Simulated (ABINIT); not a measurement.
# Zn (Fm-3m) in ABINIT: a series of runs

One crystal, Zn, is run at these levels: PBEsol; tasks: single point.

All numbers are computed with ABINIT 10.8.3 (patched build); they aren't measurements. Logs are shortened: lines on timing, memory, paths and dates and some standing lists are left out, and cuts for length are marked. The log counts tension as positive stress, the text compression.

## Step 1: The cell of the first run

It takes space group Fm-3m (No. 225, cubic). Conventional cell: a = 3.930 Å, b = 3.930 Å, c = 3.930 Å, α = 90.00°, β = 90.00°, γ = 90.00°. Zn (site symmetry m-3m) is surrounded by 12 Zn at 2.78 Å.

This isn't the form of Zn at room conditions, which is hcp.

## Step 2: Single point, PBEsol, 15.17 Å³/atom (biaxial strain of 0 %)

run.abi

```
pp_dirpath "./"
pseudos "Zn.GGA_PBE-JTH.xml"

acell 3*1.0 Angstrom
rprim
     0.0000000000     1.9647760000     1.9647760000
     1.9647760000     0.0000000000     1.9647760000
     1.9647760000     1.9647760000     0.0000000000
ntypat 1
znucl 30
natom 1
typat 1
xred
     0.0000000000     0.0000000000     0.0000000000

ecut 22.0
pawecutdg 44.0
pawxcdev 0

kptopt 1
ngkpt 12 12 12
nshiftk 1
shiftk 0.0 0.0 0.0

ixc -116133

nband 10
occopt 3
tsmear 0.00183747

nstep 100
tolvrs 1.0e-9

iomode 3
prtwf 0
prteig 0
prtebands 0
enunit 1
prtden 1
prtvha 1
prtvclmb 1
prtpot 1
```

Potentials or basis: JTH PAW PBE v2.0.

Run with:

```console
$ abinit run.abi > log 2>&1
```

run.abo:

```text
.Version 10.8.3 of ABINIT
 Symmetries : space group Fm -3 m (#225); Bravais cF (face-center cubic)
================================================================================
 Values of the parameters that define the memory need of the present run
     intxc =       0    ionmov =       0      iscf =      17    lmnmax =      18
     lnmax =       6     mgfft =      24  mpssoang =       3    mqgrid =    3001
     natom =       1  nloc_mem =       2    nspden =       1   nspinor =       1
    nsppol =       1      nsym =      48    n1xccc =       1    ntypat =       1
    occopt =       3   xclevel =       2
       mpw =         532          nfft =       13824          nkpt =          72
 PAW method is used; the additional fine FFT grid is defined by:
   mgfftf=        32    nfftf =     32768
================================================================================
================================================================================

--------------------------------------------------------------------------------
------------- Echo of variables that govern the present computation ------------
--------------------------------------------------------------------------------
 -outvars: echo values of preprocessed input variables --------
            acell      1.8897261259E+00  1.8897261259E+00  1.8897261259E+00 Bohr
              amu      6.53900000E+01
             ecut      2.20000000E+01 Hartree
           enunit           1
                       outvar_i_n : Printing only first  50 k-points.
              ixc     -116133
                       outvar_i_n : Printing only first  50 k-points.
         kptrlatt       12    0    0      0   12    0      0    0   12
          kptrlen      6.30098079E+01
            natom           1
            nband          10
            ngfft          24      24      24
          ngfftdg          32      32      32
             nkpt          72
            nstep         100
             nsym          48
           ntypat           1
                       prtocc : prtvol=0, do not print more k-points.
           occopt           3
        pawecutdg      4.40000000E+01 Hartree
         pawxcdev           0
        prtebands           0
           prteig           0
           prtpot           1
         prtvclmb           1
           prtvha           1
            prtwf           0
            rprim      0.0000000000E+00  1.9647760000E+00  1.9647760000E+00
                       1.9647760000E+00  0.0000000000E+00  1.9647760000E+00
                       1.9647760000E+00  1.9647760000E+00  0.0000000000E+00
          spgroup         225
           tolvrs      1.00000000E-09
           tsmear      1.83747000E-03 Hartree
            typat      1
           useylm           1
                       outvars : Printing only first  50 k-points.
            znucl       30.00000

================================================================================

 chkinp: Checking input parameters for consistency.

================================================================================
== DATASET  1 ==================================================================

--- !DatasetInfo
[... 97 lines left out ...]

================================================================================

 ----iterations are completed or convergence reached----

 Mean square residual over all n,k,spin=   16.882E-07; max=  10.172E-04
 reduced coordinates (array xred) for    1 atoms
       0.000000000000      0.000000000000      0.000000000000
 rms dE/dt=  0.0000E+00; max dE/dt=  0.0000E+00; dE/dt below (all hartree)
    1       0.000000000000      0.000000000000      0.000000000000

 cartesian coordinates (angstrom) at end:
    1      0.00000000000000     0.00000000000000     0.00000000000000

 cartesian forces (hartree/bohr) at end:
    1     -0.00000000000000    -0.00000000000000    -0.00000000000000
 frms,max,avg= 0.0000000E+00 0.0000000E+00   0.000E+00  0.000E+00  0.000E+00 h/b

 cartesian forces (eV/Angstrom) at end:
    1     -0.00000000000000    -0.00000000000000    -0.00000000000000
 frms,max,avg= 0.0000000E+00 0.0000000E+00   0.000E+00  0.000E+00  0.000E+00 e/A
 length scales=  1.889726125908  1.889726125908  1.889726125908 bohr
              =  1.000000000000  1.000000000000  1.000000000000 angstroms
 Fermi (or HOMO) energy (eV) =  10.25402   Average Vxc (eV)= -10.71674
 Eigenvalues (   eV  ) for nkpt=  72  k points:
 kpt#   1, nband= 10, wtk=  0.00058, kpt=  0.0000  0.0000  0.0000 (reduced coord)
  -0.07330    2.75634    2.75634    2.75634    3.14092    3.14092   28.46674   28.46674
  28.46674   28.90689
 prteigrs : prtvol=0 or 1, do not print more k-points.

--- !EnergyTerms
iteration_state     : {dtset: 1, }
comment             : Components of total free energy in Hartree
kinetic             :  6.53380948495042E+00
hartree             :  1.38259870792290E+01
xc                  : -1.75612095733404E+00
Ewald energy        : -4.44546161149702E+01
psp_core            :  9.66593785482299E-01
local_psp           : -5.55566178984240E+01
PAW spherical_terms :  1.61417499184387E+01
internal            : -6.42992147026278E+01
'-kT*entropy'       : -1.22433035782456E-04
total_energy        : -6.42993371356636E+01
total_energy_eV     : -1.74967409815909E+03
...

--- !EnergyTermsDC
iteration_state     : {dtset: 1, }
comment             : '"Double-counting" decomposition of free energy'
band_energy         :  1.52013010219028E+00
Ewald energy        : -4.44546161149702E+01
psp_core            :  9.66593785482299E-01
xc_dc               : -1.34334205232627E+01
PAW spherical_terms : -8.89791999733598E+00
internal            : -6.42992327478963E+01
'-kT*entropy'       : -1.22433035782456E-04
total_energy_dc     : -6.42993551809321E+01
total_energy_dc_eV  : -1.74967458919586E+03
...

--- !EnergyTermsWithPAWCore
iteration_state     : {dtset: 1, }
comment             : 'Components of total free energy, including PAW core contributions'
Total energy        : -1.79465842536943E+03
Total energy DC     : -1.79465844341470E+03
Total energy (eV)   : -4.88351435923317E+04
Total energy DC (eV): -4.88351440833685E+04
...

 Cartesian components of stress tensor (hartree/bohr^3)
  sigma(1 1)=  1.91541377E-04  sigma(3 2)=  0.00000000E+00
  sigma(2 2)=  1.91541377E-04  sigma(3 1)=  0.00000000E+00
  sigma(3 3)=  1.91541377E-04  sigma(2 1)=  0.00000000E+00

-Cartesian components of stress tensor (GPa)         [Pressure= -5.6353E+00 GPa]
- sigma(1 1)=  5.63534187E+00  sigma(3 2)=  0.00000000E+00
- sigma(2 2)=  5.63534187E+00  sigma(3 1)=  0.00000000E+00
- sigma(3 3)=  5.63534187E+00  sigma(2 1)=  0.00000000E+00

== END DATASET(S) ==============================================================
================================================================================

 -outvars: echo values of variables after computation  --------
            acell      1.8897261259E+00  1.8897261259E+00  1.8897261259E+00 Bohr
           etotal     -6.4299355181E+01
            fcart     -0.0000000000E+00 -0.0000000000E+00 -0.0000000000E+00
            rprim      0.0000000000E+00  1.9647760000E+00  1.9647760000E+00
                       1.9647760000E+00  0.0000000000E+00  1.9647760000E+00
                       1.9647760000E+00  1.9647760000E+00  0.0000000000E+00
           strten      1.9154137685E-04  1.9154137685E-04  1.9154137685E-04
                       0.0000000000E+00  0.0000000000E+00  0.0000000000E+00
 Calculation completed.
```

Wall time 21 s (1 thread of Intel Xeon Platinum 8259CL at 2.50GHz (Skylake/Cascade Lake), shared host); peak memory 0.1 GiB.

What came out:

```yaml
Free_energy: -1749.6746 eV
Pressure: -5.6 GPa
Band_gap_on_the_k_mesh: none (metal or under the smearing width)
Valence_electrons_inside_the_program's_atomic_spheres: Zn 10.73 (radii [1.2212] Å)
```

Caveat: the PAW data sets were made with another functional, which shifts forces and pressure a little.

## Step 3: Single point, PBEsol, 14.57 Å³/atom (biaxial strain of -2 %)

run.abi, as its differences from that of step 2:

```diff
@@ -5,5 +5,5 @@
 rprim
-     0.0000000000     1.9647760000     1.9647760000
-     1.9647760000     0.0000000000     1.9647760000
-     1.9647760000     1.9647760000     0.0000000000
+     0.0000000000     1.9254804800     1.9647760000
+     1.9254804800     0.0000000000     1.9647760000
+     1.9254804800     1.9254804800     0.0000000000
 ntypat 1
@@ -14,2 +14,5 @@
      0.0000000000     0.0000000000     0.0000000000
+chkprim 0
+chksymtnons 0
+tolsym 1.0e-6
```

Potentials or basis: JTH PAW PBE v2.0.

Run with:

```console
$ abinit run.abi > log 2>&1
```

Run time: 53 s. Hardware: 1 thread of Intel Xeon Platinum 8259CL at 2.50GHz (Skylake/Cascade Lake), shared host; peak memory 0.12 GiB.

Results (log left out):

| Item | Value |
| --- | --- |
| Free energy | -1749.6887 eV |
| Pressure | -2.9 GPa |
| Band gap on the k mesh | none (metal or under the smearing width) |
| Valence electrons inside the program's atomic spheres | Zn 10.77 (radii [1.2212] Å) |

Caveat: the PAW data sets were made with another functional, which shifts forces and pressure a little.
